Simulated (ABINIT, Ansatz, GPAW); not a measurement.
**The equilibrium volume of CsPbBr3, sorted by core time**

```
Pb Cs Br
1.0
     5.87000    0.00000    0.00000
     0.00000    5.87000    0.00000
     0.00000    0.00000    5.87000
Pb Cs Br
1 1 3
Direct
  0.50000 0.50000 0.50000
  0.00000 0.00000 0.00000
  0.50000 0.50000 0.00000
  0.50000 0.00000 0.50000
  0.00000 0.50000 0.50000
```

Measurements of this composition are mostly on another form, of space group No. 62.

```csv
rung,level,program and potentials,cutoff (eV),k mesh,smearing,task,core time,chip,equilibrium volume (Å³/atom),notes
GGA + dispersion,PBEsol+D4,"Ansatz, Ansatz PAW",420,5 × 5 × 5,fermi-dirac 0.05,relaxation of cell and atoms,5 s,AMD EPYC 9R45 Zen 5,39.50,"potentials made for PBE, which Ansatz adapts in part"
GGA + dispersion,PBEsol+D3(BJ)+ATM,"Ansatz, Ansatz PAW",420,5 × 5 × 5,fermi-dirac 0.05,relaxation of cell and atoms,5.1 s,AMD EPYC 9R45 Zen 5,38.91,"potentials made for PBE, which Ansatz adapts in part"
GGA + dispersion,PBEsol+D3(BJ),"Ansatz, Ansatz PAW",420,5 × 5 × 5,fermi-dirac 0.05,relaxation of cell and atoms,5.1 s,AMD EPYC 9R45 Zen 5,38.77,"potentials made for PBE, which Ansatz adapts in part"
GGA + dispersion,PBEsol+D3(BJ),"Ansatz, Ansatz PAW",420,4 × 4 × 4,fermi-dirac 0.05,relaxation of cell and atoms,11 s,Intel Xeon Platinum 8488C Sapphire Rapids,39.13,"potentials made for PBE, which Ansatz adapts in part"
GGA,PBEsol,"Ansatz, Ansatz PAW",420,4 × 4 × 4,fermi-dirac 0.05,relaxation of cell and atoms,12 s,Intel Xeon Platinum 8488C Sapphire Rapids,40.69,"potentials made for PBE, which Ansatz adapts in part"
GGA + dispersion,PBEsol+D4,"Ansatz, Ansatz PAW",420,4 × 4 × 4,fermi-dirac 0.05,relaxation of cell and atoms,13 s,Intel Xeon Platinum 8488C Sapphire Rapids,39.84,"potentials made for PBE, which Ansatz adapts in part"
LDA,LDA,"Ansatz, Ansatz PAW",420,5 × 5 × 5,fermi-dirac 0.05,equation of state,19 s,Intel Xeon,38.29,"potentials made for PBE, which Ansatz adapts in part"
GGA,PBEsol,"Ansatz, Ansatz PAW",420,5 × 5 × 5,fermi-dirac 0.05,equation of state,29 s,Intel Xeon,40.38,"potentials made for PBE, which Ansatz adapts in part"
meta-GGA,r2SCAN,"Ansatz, Ansatz PAW",500,5 × 5 × 5,fermi-dirac 0.05,equation of state,61 s,Intel Xeon,41.79,"potentials made for PBE, which Ansatz adapts in part"
LDA,LDA,"ABINIT, PseudoDojo NC SR LDA v0.4.1 standard",762,4 × 4 × 4,fermi-dirac 0.05,relaxation of cell and atoms,5.1 min,AMD EPYC 9R45 Zen 5,38.65,-
LDA,LDA,"GPAW, the program's PAW data sets (release 1.2.1) made for this functional",600,5 × 5 × 5,fermi-dirac 0.05,equation of state,10 min,Intel Xeon Skylake/Cascade Lake,38.24,-
```

Times are single runs on shared hosts and different chips, so they are rough; meshes, cutoffs and the tasks' sizes weigh on the time. All rows: no spin polarisation. Smearing widths are in eV. Meshes differ between rows, which moves values too. Meshes are those of the run's cell of 5 atoms unless a note names another. Relaxations start from the cell shown or near it and stop with a little pressure left. Runs on faulty files, with rough fits or with known faults for this quantity aren't shown. No row holds spin-orbit coupling.

By rung: LDA 38.24 to 38.65; GGA + dispersion 38.77 to 39.84; GGA 40.38 to 40.69; meta-GGA 41.79 (Å³/atom).
